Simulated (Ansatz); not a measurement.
Tellurium (diamond) across density functionals

All rows: Ansatz, plane waves with scalar-relativistic PAW, 420 eV (500 eV for the SCAN forms), relaxed under each functional, no dispersion correction, no zero-point motion. B₀ comes from uniform scaling at fixed shape; a dash is a value not given.

```
functional  V (Å³/atom)         cell  B₀ (GPa)     magnetic state  ΔE to trigonal tellurium (meV/atom)
       PBE        46.40  a = 7.187 Å        27  spin not included                                  421
    r²SCAN        45.59  a = 7.145 Å        29  spin not included                                  539
    PBEsol        43.98  a = 7.060 Å        30  spin not included                                  504
       LDA        42.88  a = 7.000 Å        32  spin not included                                  530
    revPBE        47.72  a = 7.254 Å        24  spin not included                                  383
      RPBE        48.15  a = 7.276 Å        24  spin not included                                  395
      BLYP        50.14  a = 7.375 Å        22  spin not included                                  340
```

LDA gives the smallest volume and BLYP the largest.
